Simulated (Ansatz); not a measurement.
Input of an Ansatz 0.2.0 run:

File input.yaml:

```yaml
crystal:
  lattice:
    - [3.811, 0.0, 0.0]
    - [-1.9055, 3.3004228138, 0.0]
    - [0.0, 0.0, 6.136]
  atoms:
    - { symbol: Sn, position: [0.0, 0.0, 0.0] }
    - { symbol: Se, position: [0.6666666667, 0.3333333333, 0.751] }
    - { symbol: Se, position: [0.3333333333, 0.6666666667, 0.249] }
hamiltonian:
  xc: pbesol
  pseudopotentials: { kind: paw }
kpoints:
  mp_grid: { grid: [8, 8, 5] }
scf:
  occupations: { method: fermi_dirac, width: 0.05 }
output:
  forces: true
  stress: true
  eigenvalues: true
relax:
  f_tol: 0.01
  max_steps: 40
  cell: { stress_tol: 0.05, p_target: 2.0 }
```

Potentials or basis: Ansatz PAW.

Launch:

```bash
$ ansatz run input.yaml --threads 2 --pin off --max-ram 5632MiB --backend cpu --events-out ev --progress --plain --runs-dir out
```

What does it give for the band gap on the k mesh?

0.28 eV, indirect (least direct gap 0.73 eV).

Estimate the relaxed cell.

a = 3.796 Å, b = 3.796 Å, c = 5.811 Å, α = 90.00°, β = 90.00°, γ = 120.00°.

Final structure:
```
Sn Se
1.0
     3.79618    0.00000    0.00000
    -1.89809    3.28759    0.00000
     0.00000    0.00000    5.81077
Sn Se
1 2
Direct
  0.00000 0.00000 0.00000
  0.66667 0.33333 0.72727
  0.33333 0.66667 0.27273
```

Caveat: odd divisions of the mesh miss points on the zone boundary, where band edges often lie, so the gap on the mesh can be too wide; the plane-wave basis is chosen anew once the cell has moved, so the energies of steps on either side of that aren't comparable; spin-orbit coupling is left out, which moves the levels of the heavy elements. A k mesh can miss the band edges.
